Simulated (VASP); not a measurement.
Wanted: the native input for a VASP 6.6.1 run.

| Property | Result |
| --- | --- |
| Task | relaxation of cell and atoms |
| Functional | r2SCAN |
| Potentials or basis | VASP PAW PBE potentials, release 64 (In_d, As) |
| Cutoff | 600 eV |
| k mesh | 10 × 10 × 10 |
| Occupations | gaussian, width 0.03 eV |
| Spin | no spin polarisation |
| Further INCAR settings | ALGO = Normal; EDIFF = 1e-07; IBRION = 2; EDIFFG = -0.005; NSW = 90; ISIF = 3 |

The structure of InAs lies in POSCAR:

```
InAs                                    
1.0
    0.0000000000      3.0551307108      3.0551307108
    3.0551307108      0.0000000000      3.0551307108
    3.0551307108      3.0551307108      0.0000000000
  In              As            
     1     1
Direct
     0.0000000000000000    0.0000000000000000    0.0000000000000000
     0.2500000000000000    0.2500000000000000    0.2500000000000000
```

The cell was built by a generator and needn't be a form met in nature.

These files were run (other wordings do the same):

INCAR

```
SYSTEM = InAs
ALGO     = Normal         ! electronic algorithm
EDIFF    = 1E-7           ! SCF threshold, eV
EDIFFG   = -0.005         ! ionic threshold
ENCUT    = 600            ! plane-wave cutoff, eV
IBRION   = 2              ! ionic algorithm
ISIF     = 3              ! what is computed and relaxed
ISMEAR   = 0              ! smearing method
LASPH    = .True.         ! aspherical terms in the spheres
LCHARG   = .False.        ! write CHGCAR
LMIXTAU  = .True.       
LREAL    = .False.        ! projectors in reciprocal space
LWAVE    = .False.        ! write WAVECAR
METAGGA  = R2SCAN         ! meta-GGA
NELM     = 80             ! most SCF steps
NSW      = 90             ! ionic steps
PREC     = Accurate       ! precision mode
SIGMA    = 0.03           ! smearing width, eV
```

KPOINTS

```
k-points
0
Gamma
  10 10 10
  0 0 0
```

Potentials or basis: VASP PAW PBE potentials, release 64 (In_d, As).

Launch:

```bash
$ cat potpaw_PBE.64/In_d/POTCAR potpaw_PBE.64/As/POTCAR > POTCAR
$ mpirun -np 1 vasp_std > vasp.out
```

Results of the run:

```yaml
Pressure_after_relaxing: 0.0 GPa
Band_gap_on_the_k_mesh: 0.08 eV, direct
```

Caveat: the relaxation stopped at its first step, so nothing moved; the PAW data sets were made with another functional, which shifts forces and pressure a little; spin-orbit coupling is left out, which moves the levels of the heavy elements.

It took 2.5 min on 1 thread of AMD EPYC 9R45 96-Core Processor (Zen 5), with other jobs on the host, peak memory 0.22 GiB.
